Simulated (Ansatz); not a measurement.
# SnSe (Fm-3m) in Ansatz: further runs

Aim: see how the results for SnSe move with the level of theory and the settings. Levels: PBE, RPBE. Tasks: single point, relaxation of cell and atoms.

Program: Ansatz 0.2.0. These are calculated values, not measurements. Logs are shortened: lines on timing, memory, paths and dates and some standing lists are left out, and cuts for length are marked.

## Step 1: The structure

Symmetry: Fm-3m, No. 225, cubic system. The conventional cell has a = 6.020 Å, b = 6.020 Å, c = 6.020 Å, α = 90.00°, β = 90.00°, γ = 90.00°. Sn (site symmetry m-3m) has 6 Se at 3.01 Å as nearest neighbours. Around Se (site symmetry m-3m) lie 6 Sn at 3.01 Å.

Measurements of this composition are mostly on another form, of space group No. 62.

## Step 2: Single point, PBE

File input.yaml:

```yaml
crystal:
  lattice:
    - [0.0, 3.01, 3.01]
    - [3.01, 0.0, 3.01]
    - [3.01, 3.01, 0.0]
  atoms:
    - { symbol: Sn, position: [0.0, 0.0, 0.0] }
    - { symbol: Se, position: [0.5, 0.5, 0.5] }
kpoints:
  mp_grid: { grid: [3, 3, 3] }
scf:
  occupations: { method: fermi_dirac, width: 0.03 }
hamiltonian:
  xc: pbe
  pseudopotentials: { kind: all_electron, lapw: { basis_error: 0.002 } }
output:
  forces: true
  stress: true
  eigenvalues: true
```

Potentials or basis: all-electron LAPW, scalar-relativistic.

Launch:

```bash
$ ansatz run input.yaml --threads 1 --pin off --max-ram 3072MiB --backend cpu --events-out ev --progress --plain --runs-dir out
```

The program printed:

```text
Warning: RAYON_NUM_THREADS=1 ignored (pool sized by the plan → 1); use --threads N
LAPW: plane waves up to 6.748 Å⁻¹, error target 2.0e-3 eV per atom; small_component_spin mean_spin; Se in spheres of 1.429 Å, 24 of its electrons in bands, Dirac shells []; Sn in spheres of 1.581 Å, 22 of its electrons in bands, Dirac shells [] (how accurate: hamiltonian.pseudopotentials.lapw.basis_error, Limitations)
Engine: ansatz 0.2.0, x86_64-unknown-linux-gnu
Pseudopotentials: kind: all_electron
Pseudopotential: Sn, LAPW, valence charge 22, lapw/all_electron/scalar/gaussian/Sn, Koelling and Harmon's equation, gaussian nucleus
Pseudopotential: Se, LAPW, valence charge 24, lapw/all_electron/scalar/gaussian/Se, Koelling and Harmon's equation, gaussian nucleus
Functional definition: PBE
  parameter kappa = 0.804
  parameter beta = 0.06672455060314922
  exchange = pbe_x(kappa = kappa, mu = beta*pi^2/3)
  correlation = pbe_c(beta = beta)
Crystal: 2 atoms, lattice volume = 54.542 Å³
Basis set: ecut = 173.49939464686113 eV, 283 PW (Γ), exchange–correlation at level 2
Bands: 28, of which v1, the nominal top of the filled ones, is band 23 counted from 1 (22 counted from 0)
Symmetry: 48 space group operations
Space group: Fm-3m (ITA 225), of the structure as read, at distance tolerance 3.8e-5 Å
k-points: 4 of 27
Non-local potential: Sn, projectors of the file, none
Non-local potential: Se, projectors of the file, none
Initial density: superposition of atomic densities (chi_scale 0.1, normalization cell, long waves kept (reshape's long-wave potential 0.00 eV rms))
Initial wavefunctions: plane waves of lowest kinetic energy (no species holds an atomic orbital)
Functional: x = pbe(κ = 0.804, μ = 0.2195149727645171), c = pbe(β = 0.06672455060314922)
iter 1 solved again at ethr=1.08e-3 eV; its pass at ethr=1.00e-1 eV (dr2=4.99e-1 eV) is discarded
SCF iter   1: F=—  HF=-234216.358575 eV  |F-HF|=—  |Δ(HF+E_count)|=         —  Δρ=2.01e-2  dr2=4.99e-1  ethr=1.08e-3  ⟨swp⟩=2.0  Hψ=705  notcnv=0
preconditioner: auto → none  [insulator: Δε(μ)=2.087 eV  Ē_g=18.185 eV  σ=0.030 eV  W_gap=1.00  n_scr=14 (ndim 8)  ℏωp=22.5 eV  f_vac=0.041  D(μ)=0.00/eV (n_scr^D=0)  ε∞_Penn≈2.5]
iter 2 solved again at ethr=3.61e-5 eV; its pass at ethr=1.08e-3 eV (dr2=1.66e-2 eV) is discarded
SCF iter   2: F=—  HF=-234216.206368 eV  |F-HF|=—  |Δ(HF+E_count)|=   1.52e-1  Δρ=5.31e-3  dr2=1.66e-2  ethr=3.61e-5  ⟨swp⟩=2.0  Hψ=585  notcnv=0
SCF iter   3: F=—  HF=-234216.186516 eV  |F-HF|=—  |Δ(HF+E_count)|=   1.99e-2  Δρ=2.97e-3  dr2=6.17e-3  ethr=3.61e-5  ⟨swp⟩=2.0  Hψ=352  notcnv=0
SCF iter   4: F=—  HF=-234216.187610 eV  |F-HF|=—  |Δ(HF+E_count)|=   1.09e-3  Δρ=7.55e-4  dr2=3.00e-4  ethr=1.34e-5  ⟨swp⟩=2.0  Hψ=332  notcnv=0
SCF iter   5: F=—  HF=-234216.187696 eV  |F-HF|=—  |Δ(HF+E_count)|=   8.62e-5  Δρ=1.15e-4  dr2=8.11e-6  ethr=6.53e-7  ⟨swp⟩=2.5  Hψ=335  notcnv=0
SCF iter   6: F=—  HF=-234216.187701 eV  |F-HF|=—  |Δ(HF+E_count)|=   4.94e-6  Δρ=1.16e-5  dr2=5.63e-8  ethr=1.76e-8  ⟨swp⟩=2.8  Hψ=336  notcnv=0
SCF iter   7: F=-234216.187701 eV  HF=-234216.187701 eV  |F-HF|=1.02e-8  |Δ(HF+E_count)|=   5.05e-7  Δρ=4.22e-6  dr2=1.06e-8  ethr=1.22e-10  ⟨swp⟩=2.8  Hψ=344  notcnv=0
SCF 1 converged in 7 iterations: F = -234216.187701 eV  dr2 = 1.06e-8
SCF converged after 7 iterations
Free energy (F): -234216.187701 eV
Harris-Foulkes:  -234216.187701 eV  (|F-HF|=1.02e-8)
Internal energy: -234216.187701 eV  (E = F + TS)
E sigma→0 (E₀):  -234216.187701 eV
Fermi energy:    11.197544 eV
--- Per-component energies (eV) ---
  E_band       = -2327.720122
  E_kinetic    = 244476.570742
  E_xc         = -6892.591539
  E_electrostatic = -471800.166905  (all electrons and nuclei)
  E_smearing   = -0.000000  (= −TS)
  E_closure    = 0.000000  (closes the sum)
  E_atoms      = -234207.782353  (free atoms, spherical and without spin; not in F)
  Σ components = -234216.187701   (vs F -234216.187701, Δ=0.00e0)
  Basis errors (estimates in eV, not in F): energy 6.5e-4 per atom: plane waves 6.0e-4 (3.3e-4 summed), levels above the bands 2.4e-80, relativity 5.8e-8, radial functions 5.3e-5, core shells 7.8e-10; eigenvalues (radial functions only) 3.7e-6; not estimated: angular momenta, meshes, grids; target (lapw.basis_error) 2.0e-3; muffin-tin radii Se 1.429 Å, Sn 1.581 Å
--- Forces (eV/Å), atoms counted from 1 ---
  atom   1  Sn    -0.00000000     0.00000000     0.00000000
  atom   2  Se     0.00000000     0.00000000    -0.00000000
  max |Σ_I F_I| component: 5.26e-31 eV/Å
--- Stress (GPa, compression-positive) ---
       -0.612068      -0.000000      -0.000000
       -0.000000      -0.612068       0.000000
       -0.000000       0.000000      -0.612068
  P = ⅓ Tr σ = -0.6121 GPa (-6.121 kbar)
--- Band table (eV) ---
  k-point 0: bands = ["-197.2794", "-136.7464", "-136.7464", "-136.7464", "-118.8796", "-74.6646", "-74.6646", "-74.6646", "-36.9595", "-36.9595", "-36.9582", "-36.9582", "-36.9582", "-10.8786", "-10.8786", "-10.8786", "-10.8780", "-10.8780", "-3.1194", "5.6947", "8.5677", "8.5677", "8.5677", "15.0944", "15.0944", "15.0944", "16.6493", "16.6493"]
  k-point 1: bands = ["-197.2794", "-136.7464", "-136.7464", "-136.7464", "-118.8796", "-74.6646", "-74.6646", "-74.6646", "-36.9595", "-36.9595", "-36.9582", "-36.9581", "-36.9581", "-10.8841", "-10.8841", "-10.8768", "-10.8689", "-10.8689", "-2.4797", "3.3764", "8.7196", "8.7196", "10.2003", "12.1948", "12.5938", "12.5938", "17.5292", "18.9113"]
  k-point 2: bands = ["-197.2794", "-136.7464", "-136.7464", "-136.7464", "-118.8796", "-74.6646", "-74.6646", "-74.6646", "-36.9596", "-36.9595", "-36.9582", "-36.9581", "-36.9581", "-10.8973", "-10.8834", "-10.8724", "-10.8657", "-10.8657", "-2.2756", "4.1709", "7.4376", "7.4376", "7.5094", "14.2113", "14.4723", "15.6042", "15.6042", "20.3077"]
  k-point 3: bands = ["-197.2794", "-136.7464", "-136.7464", "-136.7464", "-118.8796", "-74.6646", "-74.6646", "-74.6646", "-36.9595", "-36.9595", "-36.9582", "-36.9581", "-36.9581", "-10.8948", "-10.8783", "-10.8747", "-10.8685", "-10.8653", "-1.9757", "3.4654", "6.0116", "7.9404", "8.8818", "13.3562", "13.6121", "15.7159", "17.1219", "19.7759"]
```

It took 1.5 s on 1 thread of Intel Xeon Platinum 8488C (Sapphire Rapids), shared host; peak memory 0.27 GiB.

Results:

```yaml
Free_energy: -234216.1877 eV
Pressure: -0.6 GPa
```

Levels at points of the mesh, in eV from the Fermi level:
```tsv
k point	band 20	band 21	band 22	band 23	band 24	band 25	band 26	band 27
(0.00, 0.00, 0.00)	-5.50	-2.63	-2.63	-2.63	3.90	3.90	3.90	5.45
```

Caveat: the k mesh is coarse (spacing up to 0.60 Å⁻¹), so the values aren't converged; this odd mesh misses L, where the gap lies, so gap, dielectric constants and Born charges aren't listed.

## Step 3: Single point, PBE

File input.yaml:

```yaml
crystal:
  lattice:
    - [0.0, 3.01, 3.01]
    - [3.01, 0.0, 3.01]
    - [3.01, 3.01, 0.0]
  atoms:
    - { symbol: Sn, position: [0.0, 0.0, 0.0] }
    - { symbol: Se, position: [0.5, 0.5, 0.5] }
kpoints:
  mp_grid: { grid: [8, 8, 8] }
scf:
  occupations: { method: gaussian, width: 0.015 }
hamiltonian:
  xc: pbe
  pseudopotentials: { kind: all_electron, lapw: { basis_error: 0.001 } }
output:
  forces: true
  stress: true
  eigenvalues: true
```

Potentials or basis: all-electron LAPW, scalar-relativistic.

Launch:

```bash
$ ansatz run input.yaml --threads 1 --pin off --max-ram 3072MiB --backend cpu --events-out ev --progress --plain --runs-dir out
```

It took 5.4 s on 1 thread of Intel Xeon Platinum 8488C (Sapphire Rapids), shared host; peak memory 0.32 GiB.

It converged, with:

- Free energy: -234215.9712 eV
- Pressure: 0.9 GPa
- Band gap on the k mesh: 0.58 eV, direct

Levels at points of the mesh, in eV from the valence-band top:
| k point | band 19 | band 20 | band 21 | band 22 | band 23 | band 24 | band 25 | band 26 | band 27 | band 28 |
| --- | --- | --- | --- | --- | --- | --- | --- | --- | --- | --- |
| (0.00, 0.00, 0.00) | -13.87 | -5.06 | -2.19 | -2.19 | -2.19 | 4.32 | 4.32 | 4.32 | 5.87 | 5.87 |
| (0.00, 0.00, -0.50) | -12.94 | -8.04 | -1.94 | -1.94 | 0.00 | 0.58 | 1.26 | 1.26 | 8.25 | 10.13 |
| (0.00, -0.50, -0.50) | -12.66 | -6.00 | -5.46 | -3.63 | -3.63 | 3.03 | 5.35 | 5.35 | 5.97 | 10.48 |

Caveat: spin-orbit coupling is left out, which moves the levels of the heavy elements.

## Step 4: Single point, PBE

Edit input.yaml of step 3 so:

```diff
@@ -11,3 +11,3 @@
 scf:
-  occupations: { method: gaussian, width: 0.015 }
+  occupations: { method: gaussian, width: 0.022 }
 hamiltonian:
```

Potentials or basis: all-electron LAPW, scalar-relativistic.

Launch:

```bash
$ ansatz run input.yaml --threads 1 --pin off --max-ram 3072MiB --backend cpu --events-out ev --progress --plain --runs-dir out
```

The program printed:

```text
Warning: RAYON_NUM_THREADS=1 ignored (pool sized by the plan → 1); use --threads N
LAPW: plane waves up to 7.060 Å⁻¹, error target 1.0e-3 eV per atom; small_component_spin mean_spin; Se in spheres of 1.433 Å, 24 of its electrons in bands, Dirac shells []; Sn in spheres of 1.577 Å, 22 of its electrons in bands, Dirac shells [] (how accurate: hamiltonian.pseudopotentials.lapw.basis_error, Limitations)
Engine: ansatz 0.2.0, x86_64-unknown-linux-gnu
Pseudopotentials: kind: all_electron
Pseudopotential: Sn, LAPW, valence charge 22, lapw/all_electron/scalar/gaussian/Sn, Koelling and Harmon's equation, gaussian nucleus
Pseudopotential: Se, LAPW, valence charge 24, lapw/all_electron/scalar/gaussian/Se, Koelling and Harmon's equation, gaussian nucleus
Functional definition: PBE
  parameter kappa = 0.804
  parameter beta = 0.06672455060314922
  exchange = pbe_x(kappa = kappa, mu = beta*pi^2/3)
  correlation = pbe_c(beta = beta)
Crystal: 2 atoms, lattice volume = 54.542 Å³
Basis set: ecut = 189.9159135216551 eV, 331 PW (Γ), exchange–correlation at level 2
Bands: 28, of which v1, the nominal top of the filled ones, is band 23 counted from 1 (22 counted from 0)
Symmetry: 48 space group operations
[... 22 lines left out ...]
Internal energy: -234215.971186 eV  (E = F + TS)
E sigma→0 (E₀):  -234215.971186 eV
Fermi energy:    11.091036 eV
--- Per-component energies (eV) ---
  E_band       = -2324.273557
  E_kinetic    = 244478.034106
  E_xc         = -6892.848157
  E_electrostatic = -471801.157135  (all electrons and nuclei)
  E_smearing   = -0.000000  (= −TS)
  E_closure    = 0.000000  (closes the sum)
  E_atoms      = -234207.782353  (free atoms, spherical and without spin; not in F)
  Σ components = -234215.971186   (vs F -234215.971186, Δ=0.00e0)
  Basis errors (estimates in eV, not in F): energy 3.4e-4 per atom: plane waves 3.3e-4 (1.8e-4 summed), levels above the bands 0.0e0, relativity 5.3e-8, radial functions 1.7e-5, core shells 8.6e-10; eigenvalues (radial functions only) 4.2e-6; not estimated: angular momenta, meshes, grids; target (lapw.basis_error) 1.0e-3; muffin-tin radii Se 1.433 Å, Sn 1.577 Å
--- Forces (eV/Å), atoms counted from 1 ---
  atom   1  Sn    -0.00000000     0.00000000     0.00000000
  atom   2  Se     0.00000000    -0.00000000    -0.00000000
  max |Σ_I F_I| component: 8.22e-31 eV/Å
--- Stress (GPa, compression-positive) ---
        0.922418      -0.000000      -0.000000
       -0.000000       0.922418       0.000000
       -0.000000       0.000000       0.922418
  P = ⅓ Tr σ = 0.9224 GPa (9.224 kbar)
--- Band table (eV; the first three rows and the last of 29) ---
  k-point 0: bands = ["-197.1969", "-136.6635", "-136.6635", "-136.6635", "-118.8007", "-74.5871", "-74.5871", "-74.5871", "-36.8760", "-36.8760", "-36.8745", "-36.8745", "-36.8745", "-10.8104", "-10.8104", "-10.8104", "-10.8079", "-10.8079", "-3.0666", "5.7356", "8.6122", "8.6122", "8.6122", "15.1216", "15.1216", "15.1216", "16.6740", "16.6740"]
  k-point 1: bands = ["-197.1969", "-136.6635", "-136.6635", "-136.6635", "-118.8007", "-74.5871", "-74.5871", "-74.5871", "-36.8759", "-36.8759", "-36.8745", "-36.8745", "-36.8745", "-10.8101", "-10.8101", "-10.8101", "-10.8076", "-10.8076", "-2.9576", "5.1557", "8.6318", "8.6318", "9.0710", "14.2504", "14.3926", "14.3926", "16.6580", "17.0436"]
  k-point 2: bands = ["-197.1969", "-136.6635", "-136.6635", "-136.6635", "-118.8007", "-74.5871", "-74.5871", "-74.5871", "-36.8759", "-36.8759", "-36.8744", "-36.8744", "-36.8744", "-10.8125", "-10.8125", "-10.8092", "-10.8034", "-10.8034", "-2.6642", "4.0753", "8.6980", "8.6980", "9.8194", "12.9553", "13.2451", "13.2451", "16.9596", "18.0038"]
  k-point 28: bands = ["-197.1969", "-136.6635", "-136.6635", "-136.6635", "-118.8007", "-74.5872", "-74.5872", "-74.5871", "-36.8760", "-36.8759", "-36.8744", "-36.8744", "-36.8743", "-10.8273", "-10.8069", "-10.8051", "-10.8051", "-10.7930", "-1.8323", "3.8969", "6.1014", "6.1014", "9.9935", "12.2977", "15.5695", "15.5695", "18.0285", "18.0285"]
```

It took 4.9 s on 1 thread of Intel Xeon Platinum 8488C (Sapphire Rapids), shared host; peak memory 0.33 GiB.

Results:

- Free energy: -234215.9712 eV
- Pressure: 0.9 GPa
- Band gap on the k mesh: 0.58 eV, direct

Levels at points of the mesh, in eV from the valence-band top:
```tsv
k point	band 21	band 22	band 23	band 24	band 25	band 26
(0.00, 0.00, 0.00)	-2.19	-2.19	-2.19	4.32	4.32	4.32
(0.00, 0.00, -0.50)	-1.94	-1.94	0.00	0.58	1.26	1.26
(0.00, -0.50, -0.50)	-5.46	-3.63	-3.63	3.03	5.35	5.35
```

Caveat: spin-orbit coupling is left out, which moves the levels of the heavy elements. A k mesh can miss the band edges.

## Step 5: Relaxation of cell and atoms, RPBE

Edit input.yaml of step 4 so:

```diff
@@ -11,5 +11,5 @@
 scf:
-  occupations: { method: gaussian, width: 0.022 }
+  occupations: { method: fermi_dirac, width: 0.05 }
 hamiltonian:
-  xc: pbe
+  xc: rpbe
   pseudopotentials: { kind: all_electron, lapw: { basis_error: 0.001 } }
@@ -18,2 +18,5 @@
   stress: true
-  eigenvalues: true
+relax:
+  f_tol: 0.005
+  max_steps: 60
+  cell: {}
```

Launch:

```bash
$ ansatz run input.yaml --threads 1 --pin off --max-ram 3072MiB --backend cpu --events-out ev --progress --plain --runs-dir out
```

Wall time 16 s (1 thread of Intel Xeon Platinum 8488C (Sapphire Rapids), shared host); peak memory 0.34 GiB.

Results (log left out):

```yaml
Free_energy: -234230.5665 eV
Relaxed_volume: 28.74 Å³/atom
Relaxed_cell: a = 4.332 Å, b = 4.332 Å, c = 4.332 Å, α = 60.00°, β = 60.00°, γ = 60.00°
Space_group_after_relaxing_to_0.05_Å: Fm-3m (No. 225)
Energy_gained_by_relaxing: 11.2 meV/atom
Ionic_steps: 5
Pressure_after_relaxing: 0.0 GPa
```

The path:
```
step  energy change (eV)  largest force (eV/Å)  volume (Å³)
   1              0.0000                0.0000        54.54
   2             -0.0199                0.0000        58.53
   3             -0.0224                0.0000        57.57
   4             -0.0224                0.0000        57.47
   5             -0.0224                0.0000        57.47
```

Final structure:
```
Sn Se
1.0
     0.00000    3.06302    3.06302
     3.06302    0.00000    3.06302
     3.06302    3.06302    0.00000
Sn Se
1 1
Direct
  0.00000 0.00000 0.00000
  0.50000 0.50000 0.50000
```

## Step 6: Summary

```tsv
task	level	cell	k mesh	cutoff (eV)	smearing	basis error allowed	mesh quality	gap on the mesh (eV)	pressure (GPa)
single point	PBE	as given	3 × 3 × 3	173	fermi-dirac 0.03 eV	0.002 eV/atom	coarse	-	-0.6
single point	PBE	as given	8 × 8 × 8	190	gaussian 0.015 eV	0.001 eV/atom	not flagged	0.58	0.9
single point	PBE	as given	8 × 8 × 8	190	gaussian 0.022 eV	0.001 eV/atom	not flagged	0.58	0.9
relaxation of cell and atoms	RPBE	relaxed	8 × 8 × 8	-	fermi-dirac 0.05 eV	0.001 eV/atom	not flagged	-	0.0
```

Alike in all rows: potentials or basis all-electron LAPW, scalar-relativistic; no spin polarisation.

Caveats: some runs use coarse meshes; spin-orbit coupling is left out, which moves the levels of the heavy elements (some runs).

Compare energies only between runs with the same functional and basis.
